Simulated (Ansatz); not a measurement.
Crystal: CrO2.

```
Cr O
1.0
     0.00000    2.38307    2.38307
     2.38307    0.00000    2.38307
     2.38307    2.38307    0.00000
Cr O
1 2
Direct
  0.00000 0.00000 0.00000
  0.25000 0.25000 0.25000
  0.75000 0.75000 0.75000
```

Measurements of this composition are mostly on another form, of space group No. 136.

| Quantity | Value |
| --- | --- |
| Program | Ansatz 0.2.0 |
| Task | relaxation of cell and atoms |
| Functional | PBE |
| Potentials or basis | Ansatz PAW |
| Cutoff | 420 eV (not typed: the program's choice for these potentials) |
| k mesh | 7 × 7 × 7 |
| Occupations | fermi-dirac, width 0.05 eV |
| Spin | collinear spin, ferromagnetic start |
| Starting moments | [3.0, 0.0, 0.0] μB |

At the start: volume 9.02 Å³/atom.

Q: How do energy, volume and symmetry change on relaxing?

A: It ends after 7 steps and the volume is 8.70 Å³/atom (-3.6 %); space group Fm-3m (No. 225, to 0.05 Å); moment 2.00 μB per cell.

The path:
| step | energy change (eV) | largest force (eV/Å) | volume (Å³) |
| --- | --- | --- | --- |
| 1 | 0.0000 | 0.0000 | 27.07 |
| 2 | -0.0250 | 0.0000 | 26.50 |
| 3 | -0.0313 | 0.0000 | 26.11 |
| 4 | -0.0312 | 0.0000 | 26.13 |
| 5 | -0.0267 | 0.0000 | 26.13 |
| 6 | -0.0269 | 0.0000 | 26.10 |
| 7 | -0.0265 | 0.0000 | 26.10 |

Final structure:
```xyz
3
Lattice="0.0000 2.3542 2.3542 2.3542 0.0000 2.3542 2.3542 2.3542 0.0000" Properties=species:S:1:pos:R:3 pbc="T T T"
Cr    0.0000    0.0000    0.0000
O     1.1771    1.1771    1.1771
O     3.5313    3.5313    3.5313
```

Caveat: the plane-wave basis is chosen anew once the cell has moved, so the energies of steps on either side of that aren't comparable; the pressure holds a Pulay correction of +0.9 GPa for the finite cutoff; a cell with one magnetic atom can't hold antiferromagnetic order, which such compounds often take.
